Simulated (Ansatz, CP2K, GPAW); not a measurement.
## AlRu: 5 runs at one level of theory

```xyz
2
Lattice="2.9916 0.0000 0.0000 0.0000 2.9916 0.0000 0.0000 0.0000 2.9916" Properties=species:S:1:pos:R:3 pbc="T T T"
Ru    1.4958    1.4958    1.4958
Al    0.0000    0.0000    0.0000
```

Alike in all runs: task band structure; functional PBEsol; k mesh 9 × 9 × 9; occupations fermi-dirac, width 0.05 eV; no spin polarisation; no spin-orbit coupling. Pressure is positive in compression and, in plane waves, holds the error of the finite cutoff, which Ansatz's Pulay term estimates and takes out.

```csv
program and potentials,plane-wave cutoff (eV),notes,pressure (GPa)
"Ansatz, Ansatz PAW",420,"potentials made for PBE, which Ansatz adapts in part; 9.5 valence electrons an atom on average; Pulay term of +0.05 GPa included",-3.33
"Ansatz, PAW datasets made for the crystal",280,5.5 valence electrons an atom on average,-3.37
"GPAW, PAW data sets generated for this functional",600,9.5 valence electrons an atom on average,-2.57
"Ansatz, all-electron LAPW, scalar-relativistic",-,-,-3.37
"CP2K, POTENTIAL_UZH Ru GTH-PBE-q16, Al GTH-PBE-q3; TZVP-MOLOPT-PBE-GTH basis",-,atomic basis; potentials made for PBE; 9.5 valence electrons an atom on average,-0.40
```

The pressure spans -3.37 (Ansatz, PAW datasets made for the crystal) to -0.40 GPa (CP2K, POTENTIAL_UZH Ru GTH-PBE-q16, Al GTH-PBE-q3; TZVP-MOLOPT-PBE-GTH basis), with all-electron results at -3.37. Rows in atomic bases carry the error of their basis and grid, which can be large.

The functional is the same throughout but for its coding, so the spread measures potentials, basis and numerics; runs on potential files found faulty are left out.
